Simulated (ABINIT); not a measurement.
The system is Ga.

```
CELL_PARAMETERS angstrom
2.71648 0.00000 0.00000
0.00000 2.71648 0.00000
0.00000 0.00000 2.71648
ATOMIC_POSITIONS crystal
Ga 0.00000 0.00000 0.00000
```

The cell was built by a generator and needn't be a form met in nature.

Base run:

```yaml
Program: ABINIT 10.8.3 (patched build)
Functional: revPBE
Potentials_or_basis: JTH PAW PBE v2.0
Cutoff: 544 eV
k_mesh: 10 × 10 × 10
Occupations: fermi-dirac, width 0.05 eV
Spin: no spin polarisation
```

Its results: band gap on the k mesh none (metal or under the smearing width); pressure 1.4 GPa.

After a change of settings the same cell gave: band gap on the k mesh none (metal or under the smearing width); pressure -3.2 GPa. Which change was it?
A. functional from revPBE to RPBE
B. functional from revPBE to LDA
C. functional from revPBE to PW91
D. functional from revPBE to SCAN

D.

Caveats: the PAW data sets were made with another functional, which shifts forces and pressure a little.

Runs at the PBE level aren't shown here.
